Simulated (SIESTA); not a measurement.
Runs of SIESTA 5.4.2 on Al. Symmetry: Im-3m, No. 229, cubic system. The conventional cell has a = 3.182 Å, b = 3.182 Å, c = 3.182 Å, α = 90.00°, β = 90.00°, γ = 90.00°. Al (site symmetry m-3m) is surrounded by 8 Al at 2.76 Å. This isn't the form of Al at room conditions, which is fcc.

```csv
task,level,potentials or basis,cell,k mesh,optimiser,force tolerance,energy shift,gap on the mesh (eV),pressure (GPa),V0 of scaled cells (Å³/atom),relaxed volume (Å³/atom),B0 (GPa)
band structure,LDA,"PseudoDojo 0.5 standard (PBE files), DZP (energy shift 0.01 Ry)",as given,12 × 12 × 12,-,-,0.01 Ry,none,3.3,-,-,-
relaxation of cell and atoms,PBEsol,"PseudoDojo 0.4 standard (PBEsol files), DZP (energy shift 0.003 Ry)",relaxed,12 × 12 × 12,Broyden,0.02 eV/Å,0.003 Ry,none,0.0,-,(a),-
band structure,PBEsol,"PseudoDojo 0.4 standard (PBEsol files), DZP (energy shift 0.003 Ry)",as given,12 × 12 × 12,-,-,0.003 Ry,none,(b),-,-,-
relaxation of cell and atoms,BLYP,"PseudoDojo 0.4 standard (PBE files), DZP (energy shift 0.003 Ry)",relaxed,12 × 12 × 12,Broyden,0.02 eV/Å,0.003 Ry,none,0.0,-,(c),-
relaxation of cell and atoms,LDA,"PseudoDojo 0.4 standard (LDA files), DZP (energy shift 0.003 Ry)",relaxed,12 × 12 × 12,Broyden,0.02 eV/Å,0.003 Ry,none,0.1,-,16.25,-
equation of state,LDA,"PseudoDojo 0.4 standard (LDA files), DZP (energy shift 0.003 Ry)",as given,12 × 12 × 12,-,-,0.003 Ry,-,-,16.26,-,78
equation of state,PBEsol,"PseudoDojo 0.4 standard (PBEsol files), DZP (energy shift 0.003 Ry)",as given,12 × 12 × 12,-,-,0.003 Ry,-,-,16.63,-,77
band structure,LDA,"PseudoDojo 0.4 standard (LDA files), DZP (energy shift 0.003 Ry)",as given,12 × 12 × 12,-,-,0.003 Ry,none,0.8,-,-,-
relaxation of cell and atoms,PBEsol,"PseudoDojo 0.4 standard (PBEsol files), DZP (energy shift 0.003 Ry)",relaxed,9 × 9 × 9,-,0.01 eV/Å,0.003 Ry,none,0.0,-,(d),-
```

Alike in all rows: no spin polarisation; smearing fermi-dirac 0.05 eV; grid cutoff 500 Ry.

Q: Fill in the values left out.

A: (a) 16.63; (b) 2.6; (c) 18.47; (d) 16.60.

Caveats: the basis of atomic orbitals isn't converged, which shifts pressures, moduli and gaps; the potentials were made for another functional, which shifts forces and pressure (some runs).

A k mesh can miss the band edges.

A gap of «none» marks a metal or a gap under the smearing width.

Not every run made on this cell is shown here.
